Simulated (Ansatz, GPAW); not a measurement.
This is a calculation of V for Ansatz 0.2.0. 

input.yaml

```yaml
crystal:
  lattice:
    - [-1.51435, 1.51435, 1.51435]
    - [1.51435, -1.51435, 1.51435]
    - [1.51435, 1.51435, -1.51435]
  atoms:
    - { symbol: V, position: [0.0, 0.0, 0.0], spin: 2.0 }
kpoints:
  mp_grid: { grid: [12, 12, 12] }
scf:
  occupations: { method: gaussian, width: 0.015 }
hamiltonian:
  xc: pbe
  pseudopotentials: { kind: all_electron, lapw: { basis_error: 0.001 } }
magnetization:
  spin_polarized: true
output:
  forces: true
  stress: true
  eigenvalues: true
```

Potentials or basis: all-electron LAPW, scalar-relativistic.

Launch:

```bash
$ ansatz run input.yaml --threads 2 --pin off --max-ram 6144MiB --backend cpu --events-out ev --progress --plain --runs-dir out
```

Q: What does the same run look like in GPAW 26.7.0 (ASE script)? Potentials or basis there: GPAW PAW data sets (gpaw-data 1.2.1), cutoff 600 eV.

A: As run (cutoffs and basis follow the program's own potentials, and thresholds, step limits or extra output files can differ):

File run.py:

```python
from ase import Atoms
from ase.dft.bandgap import bandgap
from ase.io import write
from ase.units import Bohr, GPa
from gpaw import GPAW, PW
from gpaw.elf import elf_from_dft_calculation

atoms = Atoms(['V'],
              cell=[[-1.51435, 1.51435, 1.51435],
                    [1.51435, -1.51435, 1.51435],
                    [1.51435, 1.51435, -1.51435]],
              scaled_positions=[[0.0, 0.0, 0.0]],
              pbc=True)
atoms.set_initial_magnetic_moments([2.0])

calc = GPAW(mode=PW(600),
            xc='PBE',
            kpts={'size': (12, 12, 12), 'gamma': True},
            occupations={'name': 'methfessel-paxton', 'order': 0, 'width': 0.015},
            nbands=15,
            convergence={'density': 1e-05, 'energy': 1e-05},
            maxiter=150,
            txt='gpaw.txt')
atoms.calc = calc
energy = atoms.get_potential_energy()
forces = atoms.get_forces()
stress = atoms.get_stress()
calc.write('gs.gpw')
write('result.traj', atoms)
print(f'Energy: {energy:.6f} eV')
print('Forces (eV/A):')
print(forces.round(4))
print('Stress (GPa):', (stress / GPa).round(3))
print('Moments:', calc.get_magnetic_moments().round(3))
print('Fermi level:', round(calc.get_fermi_level(), 4), 'eV')
print(f'Gap: {bandgap(calc)[0]:.4f} eV, direct: {bandgap(calc, direct=True)[0]:.4f} eV')

# fields on the real-space grid
write('density.cube', atoms, data=calc.get_pseudo_density() * Bohr**3)
write('potential.cube', atoms, data=calc.get_electrostatic_potential())
write('spin.cube', atoms, data=(calc.get_pseudo_density(spin=0) - calc.get_pseudo_density(spin=1)) * Bohr**3)
write('elf.cube', atoms, data=elf_from_dft_calculation(calc).data)
```

Potentials or basis: GPAW PAW data sets (gpaw-data 1.2.1), pw.

Run with:

```bash
$ OMP_NUM_THREADS=1 python run.py
```

Both were run:

|  | Ansatz | GPAW |
| --- | --- | --- |
| Pressure | -5.3 GPa | -4.2 GPa |
| Net moment | 0.12 μB per cell | 0.11 μB per cell |

Where Ansatz's input types no cutoff or centring, it takes its own default and a Γ-centred mesh.

The magnetic state is the one that the start led to; the real crystal's order can differ.

Pressure is positive in compression.
